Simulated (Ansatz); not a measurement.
The system is Al2O3.

```xyz
5
Lattice="2.8843 0.0000 0.0000 -1.4422 2.4979 0.0000 0.0000 0.0000 9.3368" Properties=species:S:1:pos:R:3 pbc="T T T"
Al    0.0000    0.0000    7.9363
Al    0.0000    0.0000    1.4004
O     0.0000    1.6653    7.2610
O     1.4422    0.8326    0.0000
O     0.0000    1.6653    2.0757
```

Measurements of this composition are mostly on another form, of space group No. 167.

Program: Ansatz 0.2.0. Alike in all runs: task projected density of states; potentials or basis Ansatz PAW; no spin polarisation; cell as given; k mesh 11 × 11 × 3; smearing fermi-dirac 0.05 eV.

Question: Order these runs on this cell by their pressure, lowest first.
A. level PBEsol; cutoff (eV) 420
B. level r2SCAN; cutoff (eV) 500
C. level LDA; cutoff (eV) 420

Answer: C (-7.0 GPa), B (-4.5 GPa), A (-2.9 GPa).

Caveats: odd divisions of the mesh miss points on the zone boundary, where band edges often lie, so the gap on the mesh can be too wide; the PAW data sets come from PBE, with cores solved anew for the run's functional, which leaves a small shift of forces and pressure; the density of states is complete only up to the lowest level of the last band computed.
